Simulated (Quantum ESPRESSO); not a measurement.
Crystal: Fe.

```
Fe
1.0
    -1.44300    1.44300    1.44300
     1.44300   -1.44300    1.44300
     1.44300    1.44300   -1.44300
Fe
1
Direct
  0.00000 0.00000 0.00000
```

* Program: Quantum ESPRESSO 7.5
* Task: single point
* Functional: PBE
* Potentials or basis: SSSP 1.3 efficiency PBE
* Cutoff: 871 eV
* Density cutoff: 10640 eV
* k mesh: 13 × 13 × 13
* Occupations: fermi-dirac, width 0.05 eV
* Spin: collinear spin, ferromagnetic start
* Starting moments: [3.0] μB

On this cell: pressure -11.4 GPa; net moment 2.25 μB per cell; site moments Fe +2.31 μB; band gap on the k mesh none (metal or under the smearing width).

The same run follows on a disturbed copy (cell strained at random at fixed volume):

```
Fe
1.0
    -1.48153    1.43424    1.45901
     1.46753   -1.43096    1.44173
     1.45354    1.40297   -1.45574
Fe
1
Direct
  0.98721 0.99305 0.98531
```

What does the disturbed cell give?

The energy (extrapolated to zero smearing) moves by +3.0 meV/atom; pressure -11.1 GPa; net moment 2.25 μB per cell; site moments Fe +2.31 μB; band gap on the k mesh none (metal or under the smearing width).

Stress tensor (GPa, compression positive):
```
-12.24   1.40   0.65
  1.40  -9.52  -0.05
  0.65  -0.05 -11.60
```
